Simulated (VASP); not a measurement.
# RbBr (Fm-3m) in VASP: a series of runs

Runs on RbBr. Level: PBEsol. Tasks: relaxation of cell and atoms.

Program: VASP 6.6.1. These are calculated values, not measurements. Logs are shortened: lines on timing, memory, paths and dates and some standing lists are left out, and cuts for length are marked.

## 1. The structure

Symmetry: Fm-3m, No. 225, cubic system. The conventional cell has a = 6.854 Å, b = 6.854 Å, c = 6.854 Å, α = 90.00°, β = 90.00°, γ = 90.00°. Rb (site symmetry m-3m) has 6 Br at 3.43 Å as nearest neighbours. Around Br (site symmetry m-3m) lie 6 Rb at 3.43 Å.

## 2. Relaxation of cell and atoms, PBEsol

INCAR reads:

```
  ALGO = Normal
  EDIFF = 1E-6
  EDIFFG = -0.01
  ENCUT = 600
  GGA = PS
  IBRION = 2
  ISIF = 3
  ISMEAR = 0
  LASPH = T
  LCHARG = F
  LREAL = F
  LWAVE = F
  NELM = 80
  NSW = 90
  PREC = Accurate
  SIGMA = 0.03
```

KPOINTS reads:

```
k-points
0
Gamma
  8 8 8
```

POSCAR reads:

```
RbBr
1.0
    0.0000000000      3.4270000000      3.4270000000
    3.4270000000      0.0000000000      3.4270000000
    3.4270000000      3.4270000000      0.0000000000
Rb Br
1 1
Direct
    0.0000000000      0.0000000000      0.0000000000
    0.5000000000      0.5000000000      0.5000000000
```

Potentials or basis: VASP PAW PBE potentials, release 64 (Rb_sv, Br).

Run with:

```bash
$ cat potpaw_PBE.64/Rb_sv/POTCAR potpaw_PBE.64/Br/POTCAR > POTCAR
$ mpirun -np 1 vasp_std > vasp.out
```

OUTCAR:

```text
EDIFF = 1E-6
   EDIFFG = -0.01
   ENCUT = 600
   GGA = PS
   IBRION = 2
   ISIF = 3
   ISMEAR = 0
   LASPH = T
   LREAL = F
   NELM = 80
   NSW = 90
   PREC = Accurate

 ion  position               nearest neighbor table
   1  0.000  0.000  0.000-   2 3.43   2 3.43   2 3.43   2 3.43   2 3.43   2 3.43
   2  0.500  0.500  0.500-   1 3.43   1 3.43   1 3.43   1 3.43   1 3.43   1 3.43

  LATTYP: Found a face centered cubic cell.
 ALAT       =     6.8540000000

  Lattice vectors:

 A1 = (   0.0000000000,   3.4270000000,   3.4270000000)
 A2 = (   3.4270000000,   0.0000000000,   3.4270000000)
 A3 = (   3.4270000000,   3.4270000000,   0.0000000000)

Analysis of symmetry for initial positions (statically):
=====================================================================
 Subroutine PRICEL returns:
 Original cell was already a primitive cell.

 Routine SETGRP: Setting up the symmetry group for a
 face centered cubic supercell.

 Subroutine GETGRP returns: Found 48 space group operations
 (whereof 48 operations were pure point group operations)
 out of a pool of 48 trial point group operations.

The static configuration has the point symmetry O_h .

Analysis of symmetry for dynamics (positions and initial velocities):
=====================================================================
 Subroutine PRICEL returns:
 Original cell was already a primitive cell.

 Routine SETGRP: Setting up the symmetry group for a
 face centered cubic supercell.

 Subroutine GETGRP returns: Found 48 space group operations
 (whereof 48 operations were pure point group operations)
 out of a pool of 48 trial point group operations.

The dynamic configuration has the point symmetry O_h .

 Subroutine INISYM returns: Found 48 space group operations
 (whereof 48 operations are pure point group operations),
 and found     1 'primitive' translations

----------------------------------------------------------------------------------------

                                     Primitive cell

  volume of cell :      80.4956

  direct lattice vectors                    reciprocal lattice vectors
     0.000000000  3.427000000  3.427000000    -0.145900204  0.145900204  0.145900204
     3.427000000  0.000000000  3.427000000     0.145900204 -0.145900204  0.145900204
     3.427000000  3.427000000  0.000000000     0.145900204  0.145900204 -0.145900204

  length of vectors
     4.846509878  4.846509878  4.846509878     0.252706567  0.252706567  0.252706567

  position of ions in fractional coordinates (direct lattice)
     0.000000000  0.000000000  0.000000000
     0.500000000  0.500000000  0.500000000

  ion indices of the primitive-cell ions
   primitive index   ion index
                 1           1
                 2           2

----------------------------------------------------------------------------------------

 KPOINTS: k-points

Automatic generation of k-mesh.
 Grid dimensions read from file:
 generate k-points for:    8    8    8

 Generating k-lattice:

  Cartesian coordinates                     Fractional coordinates (reciprocal lattice)
    -0.018237526  0.018237526  0.018237526     0.125000000  0.000000000  0.000000000
     0.018237526 -0.018237526  0.018237526     0.000000000  0.125000000  0.000000000
     0.018237526  0.018237526 -0.018237526     0.000000000  0.000000000  0.125000000

  Length of vectors
     0.031588321  0.031588321  0.031588321

  Shift w.r.t. Gamma in fractional coordinates (k-lattice)
     0.000000000  0.000000000  0.000000000

 Subroutine IBZKPT returns following result:
 ===========================================

 Found     29 irreducible k-points:

 Following reciprocal coordinates:
            Coordinates               Weight
  0.000000  0.000000  0.000000      1.000000
  0.125000  0.000000  0.000000      8.000000
  0.250000  0.000000  0.000000      8.000000
  0.375000  0.000000  0.000000      8.000000
  0.500000  0.000000  0.000000      4.000000
  0.125000  0.125000  0.000000      6.000000
[... 16 lines left out ...]
  0.500000  0.250000  0.125000     48.000000
 -0.375000  0.250000  0.125000     24.000000
 [... further k-points ...]
   k-points           NKPTS =     29   k-points in BZ     NKDIM =     29   number of bands    NBANDS=     12
   number of dos      NEDOS =    301   number of ions     NIONS =      2
   total plane-waves  NPLWV =  64000
   dimension x,y,z NGX =    40 NGY =   40 NGZ =   40
   dimension x,y,z NGXF=    80 NGYF=   80 NGZF=   80
   ions per type =               1   1
   NGX,Y,Z   is equivalent  to a cutoff of  13.72, 13.72, 13.72 a.u.
   NGXF,Y,Z  is equivalent  to a cutoff of  27.44, 27.44, 27.44 a.u.
 SYSTEM =  unknown system
   PREC   = accura    normal or accurate (medium, high low for compatibility)
   ISTART =      0    job   : 0-new  1-cont  2-samecut
   ICHARG =      2    charge: 1-file 2-atom 10-const
   ISPIN  =      1    spin polarized calculation?
   LNONCOLLINEAR =      F non collinear calculations
   LSORBIT =      F    spin-orbit coupling
   LASPH  =      T    aspherical Exc in radial PAW
   ENCUT  =  600.0 eV  44.10 Ry    6.64 a.u.   9.68  9.68  9.68*2*pi/ulx,y,z
   NELM   =     80;   NELMIN=  2; NELMDL= -5     # of ELM steps
   EDIFF  = 0.1E-05   stopping-criterion for ELM
   LREAL  =      F    real-space projection
   EDIFFG = -.1E-01   stopping-criterion for IOM
   NSW    =     90    number of steps for IOM
   IBRION =      2    ionic relax: 0-MD 1-quasi-New 2-CG
   NFREE  =      1    steps in history (QN), initial steepest desc. (CG)
   ISIF   =      3    stress and relaxation
   ISYM   =      2    0-nonsym 1-usesym 2-fastsym
   POTIM  = 0.5000    time-step for ionic-motion
   TEBEG  =    0.0;   TEEND  =   0.0 temperature during run
   PSTRESS=    0.0 pullay stress
   NELECT =      16.0000    total number of electrons
   NUPDOWN=      -1.0000    fix difference up-down
   EMIN   =  10.00;   EMAX   =-10.00  energy-range for DOS
   EFERMI =   0.00;   METHOD = LEGACY
   ISMEAR =     0;   SIGMA  =   0.03  broadening in eV -4-tet -1-fermi 0-gaus
   EFERMI_NEDOS =   21; number of points for ismear=-14 and -15
   IALGO  =     38    algorithm
   IMIX   =      4    mixing-type and parameters
     AMIX     =   0.40;   BMIX     =  1.00
     AMIX_MAG =   1.60;   BMIX_MAG =  1.00
  volume/ion in A,a.u.               =      40.25       271.61
  Fermi-wavevector in a.u.,A,eV,Ry     =   0.955412  1.805467 12.419564  0.912812
  Thomas-Fermi vector in A             =   2.084247
   LORBIT       =      0    0 simple, 1 ext, 2 COOP (PROOUT), +10 PAW based schemes
   GGA     = PS    functional components
   LHFCALC =     F    Hartree Fock is set to
   AEXX    =    0.0000 exact exchange contribution
   IVDW    =     0    specifies the selected vdW correction
   LEPSILON=     F    determine dielectric tensor
   LRPA    =     F    only Hartree local field effects (RPA)
 conjugate gradient relaxation of ions
 non-spin polarized calculation
 Gauss-broadening in eV      SIGMA  =   0.03
  energy-cutoff  :      600.00
  volume of cell :       80.50
 maximum number of plane-waves:      2733
   NGX = 19   NGY = 19   NGZ = 19

 number of electron      16.0000001 magnetization

 Free energy of the ion-electron system (eV)
  ---------------------------------------------------
  ext. energy  EPLUGINS =         0.00000000
  ---------------------------------------------------
  free energy    TOTEN  =        -6.35542741 eV

  energy without entropy =       -6.35542741  energy(sigma->0) =       -6.35542741

 E-fermi :  -1.6366     XC(G=0):  -7.4053

 val. band max:       -1.8452028215   @ k =   0.0000   0.0000   0.0000
 cond. band min:       2.3663138066   @ k =   0.0000   0.0000   0.0000
 fundamental gap:      4.2115166280
 Fermi energy:        -1.6366086921

 k-point     1 :       0.0000    0.0000    0.0000
  band No.  band energies     occupation
      1     -26.2004      2.00000
      2     -14.0388      2.00000
      3     -10.2879      2.00000
      4     -10.2879      2.00000
      5     -10.2879      2.00000
      6      -1.8452      2.00000
      7      -1.8452      2.00000
      8      -1.8452      2.00000
      9       2.3663      0.00000
     10       5.3551      0.00000
     11       5.3551      0.00000
     12       5.3551      0.00000

 k-point     2 :       0.1250    0.0000    0.0000
  band No.  band energies     occupation
      1     -26.1990      2.00000
      2     -14.0449      2.00000
      3     -10.2891      2.00000
      4     -10.2891      2.00000
      5     -10.2812      2.00000
      6      -2.0378      2.00000
      7      -1.9028      2.00000
      8      -1.9028      2.00000
      9       2.7502      0.00000
     10       5.2500      0.00000
     11       5.5426      0.00000
     12       5.5426      0.00000

 k-point     3 :       0.2500    0.0000    0.0000
  band No.  band energies     occupation
      1     -26.1956      2.00000
      2     -14.0598      2.00000
      3     -10.2919      2.00000
      4     -10.2919      2.00000
      5     -10.2650      2.00000
      6      -2.4247      2.00000
      7      -2.0355      2.00000
      8      -2.0355      2.00000
      9       3.6476      0.00000
     10       5.2023      0.00000
     11       6.0824      0.00000
     12       6.0824      0.00000
[... 286 lines left out ...]
 k-point    23 :       0.5000    0.2500    0.1250
  band No.  band energies     occupation
      1     -26.1904      2.00000
      2     -14.0476      2.00000
      3     -10.3583      2.00000
      4     -10.3241      2.00000
      5     -10.2732      2.00000
      6      -2.6130      2.00000
      7      -2.1880      2.00000
      8      -2.1068      2.00000
      9       4.7363      0.00000
     10       5.0512      0.00000
     11       6.9680      0.00000
     12       7.2369      0.00000

 k-point    24 :      -0.3750    0.2500    0.1250
  band No.  band energies     occupation
      1     -26.1893      2.00000
      2     -14.0468      2.00000
      3     -10.3586      2.00000
      4     -10.3442      2.00000
      5     -10.2695      2.00000
      6      -2.6324      2.00000
      7      -2.2066      2.00000
      8      -2.1847      2.00000
      9       4.9991      0.00000
     10       5.4617      0.00000
     11       6.9335      0.00000
     12       7.0678      0.00000

 [... further k-points ...]

------------------------ aborting loop because EDIFF is reached ----------------------------------------

  FORCE on cell =-STRESS in cart. coord.  units (eV):
  Direction    XX          YY          ZZ          XY          YZ          ZX
  --------------------------------------------------------------------------------------
  -------------------------------------------------------------------------------------
  Total       -0.0116511     -0.0116511     -0.0116511      0.0000000     -0.0000000     -0.0000000
  in kB       -0.2319015     -0.2319015     -0.2319015      0.0000000     -0.0000000     -0.0000000
  external PRESSURE =      -0.2319015 kB  Pullay stress =       0.0000000 kB

 VOLUME and BASIS-vectors are now :
 -----------------------------------------------------------------------------
  energy-cutoff  :      600.00
  volume of cell :       80.50
      direct lattice vectors                 reciprocal lattice vectors
     0.000000000  3.427000000  3.427000000    -0.145900204  0.145900204  0.145900204
     3.427000000  0.000000000  3.427000000     0.145900204 -0.145900204  0.145900204
     3.427000000  3.427000000  0.000000000     0.145900204  0.145900204 -0.145900204

 POSITION                                       TOTAL-FORCE (eV/Angst)
 -----------------------------------------------------------------------------------
      0.00000      0.00000      0.00000        -0.000000      0.000000     -0.000000
      3.42700      3.42700      3.42700         0.000000      0.000000      0.000000
 -----------------------------------------------------------------------------------
    total drift:                                0.000000     -0.000000     -0.000000

  FREE ENERGIE OF THE ION-ELECTRON SYSTEM (eV)
  ---------------------------------------------------
  free  energy   TOTEN  =        -6.3554274114 eV

  energy  without entropy=       -6.3554274114  energy(sigma->0) =       -6.35542741

 reached required accuracy - stopping structural energy minimisation
```

Run time: 33 s. Hardware: 1 thread of Intel Xeon Platinum 8488C (Sapphire Rapids), shared host; peak memory 0.25 GiB.

Results:

```
Free energy             : -6.3554 eV
Pressure after relaxing : 0.0 GPa
Band gap on the k mesh  : 4.21 eV, direct
```

Final structure:
```xyz
2
Lattice="0.0000 3.4270 3.4270 3.4270 0.0000 3.4270 3.4270 3.4270 0.0000" Properties=species:S:1:pos:R:3 pbc="T T T"
Rb    0.0000    0.0000    0.0000
Br    3.4270    3.4270    3.4270
```

Levels at points of the mesh, in eV from the valence-band top:
```
           k point  band 5  band 6  band 7  band 8  band 9  band 10  band 11  band 12
(0.00, 0.00, 0.00)   -8.44    0.00    0.00    0.00    4.21     7.20     7.20     7.20
(0.50, 0.00, 0.00)   -8.40   -1.02   -0.36   -0.36    6.67     7.61     9.43     9.43
(0.50, 0.50, 0.00)   -8.52   -0.49   -0.16   -0.16    5.50     7.02     9.05     9.15
```

Caveat: the relaxation stopped at its first step, so nothing moved; the PAW data sets were made with another functional, which shifts forces and pressure a little.

## 3. Relaxation of cell and atoms, PBEsol

INCAR: that of step 2 with these lines changed.

```diff
@@ -1,4 +1,4 @@
   ALGO = Normal
-  EDIFF = 1E-6
-  EDIFFG = -0.01
+  EDIFF = 1E-7
+  EDIFFG = -0.005
   ENCUT = 600
```

KPOINTS is that of step 2.

POSCAR reads:

```
RbBr                                    
1.0
    0.0000000000      3.4270000000      3.4270000000
    3.4270000000      0.0000000000      3.4270000000
    3.4270000000      3.4270000000      0.0000000000
  Rb              Br            
     1     1
Direct
     0.0000000000000000    0.0000000000000000    0.0000000000000000
     0.5000000000000000    0.5000000000000000    0.5000000000000000
```

Potentials or basis: VASP PAW PBE potentials, release 64 (Rb_sv, Br).

Run with:

```bash
$ cat potpaw_PBE.64/Rb_sv/POTCAR potpaw_PBE.64/Br/POTCAR > POTCAR
$ mpirun -np 1 vasp_std > vasp.out
```

Run time: 47 s. Hardware: 1 thread of Intel Xeon Platinum 8488C (Sapphire Rapids), shared host; peak memory 0.26 GiB.

Results (log left out):

```
Free energy                            : -6.3554 eV
Relaxed volume                         : 40.21 Å³/atom
Relaxed cell                           : a = 4.845 Å, b = 4.845 Å, c = 4.845 Å, α = 60.00°, β = 60.00°, γ = 60.00°
Space group after relaxing (to 0.05 Å) : Fm-3m (No. 225)
Energy gained by relaxing              : 0.0 meV/atom
Ionic steps                            : 2
Pressure after relaxing                : 0.0 GPa
Band gap on the k mesh                 : 4.21 eV, direct
```

Final structure:
```
CELL_PARAMETERS angstrom
0.00000 3.42606 3.42606
3.42606 0.00000 3.42606
3.42606 3.42606 0.00000
ATOMIC_POSITIONS crystal
Rb 0.00000 0.00000 0.00000
Br 0.50000 0.50000 0.50000
```

Levels at points of the mesh, in eV from the valence-band top:
```
           k point  band 4  band 5  band 6  band 7  band 8  band 9  band 10  band 11  band 12
(0.00, 0.00, 0.00)   -8.44   -8.44    0.00    0.00    0.00    4.21     7.20     7.20     7.20
(0.50, 0.00, 0.00)   -8.45   -8.40   -1.02   -0.37   -0.37    6.67     7.61     9.44     9.44
(0.50, 0.50, 0.00)   -8.52   -8.52   -0.49   -0.16   -0.16    5.50     7.02     9.06     9.15
```

Caveat: the PAW data sets were made with another functional, which shifts forces and pressure a little. A k mesh can miss the band edges.

[end of part 1 of 3]
